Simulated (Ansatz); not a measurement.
# HfC: stress in a strained cell

Aim: deform HfC (equal xx and yy strain of +3 %) and compute stress, forces and field gradients with LAPW, PAW and all-electron datasets made for the crystal.

Method: DFT PBE, scalar-relativistic, in Ansatz 0.2.0.

## Step 1: Starting point

It takes space group Fm-3m (No. 225, cubic). The conventional cell has a = 4.650 Å, b = 4.650 Å, c = 4.650 Å, α = 90.00°, β = 90.00°, γ = 90.00°. Around Hf (site symmetry m-3m) lie 6 C at 2.33 Å. C (site symmetry m-3m) is surrounded by 6 Hf at 2.33 Å.

Structure file:

```
Hf C
1.0
     0.00000    2.32500    2.32500
     2.32500    0.00000    2.32500
     2.32500    2.32500    0.00000
Hf C
1 1
Direct
  0.50000 0.50000 0.50000
  0.00000 0.00000 0.00000
```

Atoms are numbered in the order of the input: Hf1, C2.

## Step 2: The deformed structure

Space group Fm-3m before, I4/mmm after.

## Step 3: Full-potential LAPW

Input file input.yaml:

```yaml
crystal:
  lattice:
    - [0.0, 2.39475, 2.325]
    - [2.39475, 0.0, 2.325]
    - [2.39475, 2.39475, 0.0]
  atoms:
    - { symbol: Hf, position: [0.5, 0.5, 0.5] }
    - { symbol: C, position: [0.0, 0.0, 0.0] }
kpoints:
  mp_grid: { grid: [15, 15, 15] }
  band_path:
    path:
      - [0.0, 0.0, 0.0]
      - [0.0, 0.5, 0.5]
      - [0.25, 0.75, 0.5]
      - [0.0, 0.5, 0.0]
      - [0.0, 0.0, 0.0]
      - [0.5, 0.5, 0.0]
      - [0.3826125, 0.6173875, 0.0]
      - [-0.3826125, 0.3826125, 0.0]
      - [0.0, 0.0, 0.0]
    npoints: 5
scf:
  occupations: { method: fermi_dirac, width: 0.05 }
hamiltonian:
  xc: pbe
  pseudopotentials: { kind: all_electron, lapw: { basis_error: 0.001 } }
output:
  forces: true
  stress: true
  eigenvalues: true
```

Launch:

```sh
$ ansatz run input.yaml --threads 1 --pin off --max-ram 3072MiB --backend cpu --events-out ev --progress --plain --runs-dir out
```

## Step 4: PAW on the default files

Input file input.yaml:

```yaml
crystal:
  lattice:
    - [0.0, 2.39475, 2.325]
    - [2.39475, 0.0, 2.325]
    - [2.39475, 2.39475, 0.0]
  atoms:
    - { symbol: Hf, position: [0.5, 0.5, 0.5] }
    - { symbol: C, position: [0.0, 0.0, 0.0] }
kpoints:
  mp_grid: { grid: [15, 15, 15] }
scf:
  occupations: { method: fermi_dirac, width: 0.05 }
hamiltonian:
  xc: pbe
  pseudopotentials: { kind: paw }
output:
  forces: true
  stress: true
  eigenvalues: true
  efg: { contact_densities: true }
```

## Step 5: Datasets made for this crystal

input.yaml: that of step 4 with these lines changed.

```diff
@@ -14,3 +14,3 @@
   xc: pbe
-  pseudopotentials: { kind: paw }
+  pseudopotentials: { kind: all_electron, datasets: crystal }
 output:
```

(Steps that only read results are left out.)

What does the calculation give? Wanted: pressure; largest shear or deviatoric stress.

The runs gave:

| quantity | value |
| --- | --- |
| pressure | LAPW -11.73, PAW -11.78, crystal datasets -11.73 GPa |
| largest shear or deviatoric stress (LAPW) | 6.18 GPa |

**Reading.** The largest part of the stress beyond the pressure is 6.18 GPa in size, in the zz component; the atoms are carried along and not relaxed. No run of the undeformed cell stands beside it, so the pressure holds what the given cell had before the change. PAW: stress within 0.06 GPa of LAPW. Crystal datasets: stress within 0.01 GPa of LAPW. Spin-orbit coupling is left out, though the cell holds Hf; in elements this heavy it can shift bands and gaps by tenths of an eV.
